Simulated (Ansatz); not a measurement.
# InP: from a trial structure to a relaxed crystal

Level of theory: DFT PBE, scalar-relativistic, plane waves, PAW in Ansatz 0.2.0. Cutoff 420 eV, Γ-centred k mesh, Gaussian smearing, no spin polarisation in the final step.

InP was placed on the CoSn structure type (P6/mmm, No. 191), with In in place of Co, P in place of Sn, at a guessed volume.

```
CELL_PARAMETERS angstrom
6.00010 0.00000 0.00000
-3.00005 5.19624 0.00000
0.00000 0.00000 4.84099
ATOMIC_POSITIONS crystal
In 0.50000 0.00000 0.00000
In 0.50000 0.50000 0.00000
In 0.00000 0.50000 0.00000
P 0.00000 0.00000 0.00000
P 0.33333 0.66667 0.50000
P 0.66667 0.33333 0.50000
```

Cell and atoms relax at zero pressure; the relaxation can't lower the symmetry of the start.

Energies over the elements count from the elements' standard structures at the same level, with no empirical corrections.

Q: What does it relax into?

A: It keeps P6/mmm (No. 191), but not the shape of the type it started on. Conventional cell: a = 6.807 Å, c = 3.672 Å. Around In lie 4 P at 2.69 Å; P on Wyckoff site a (1 atom of the primitive cell) has 6 In at 3.40 Å and 2 P at 3.67 Å; around P on Wyckoff site d (2 atoms of the primitive cell) lie 6 In at 2.69 Å.

```xyz
6
Lattice="6.8071 0.0000 0.0000 -3.4035 5.8951 0.0000 0.0000 0.0000 3.6717" Properties=species:S:1:pos:R:3 pbc="T T T"
In    3.4035    0.0000    0.0000
In    1.7018    2.9475    0.0000
In   -1.7018    2.9475    0.0000
P     0.0000    0.0000    0.0000
P     0.0000    3.9301    1.8358
P     3.4035    1.9650    1.8358
```

Q: What are its volume, energy, density and gap?

A: The volume per atom is 24.56 Å³ and the density is 4.93 g/cm³. The energy over the elements is 0.38 eV/atom and the gap on the 6×6×10 mesh is 0 eV (a metal).

The final run used a 6×6×10 mesh on its 6-atom cell and 0.10 eV smearing. The k mesh leaves about 4 meV/atom of noise in metals. A structure relaxed within its symmetry needn't be a true minimum. The steps took of the order of 90 core-seconds in all.

Cost: 3 runs of about 1.5 core-minutes in all, on Intel Xeon 6975P-C (Granite Rapids) (shared hosts).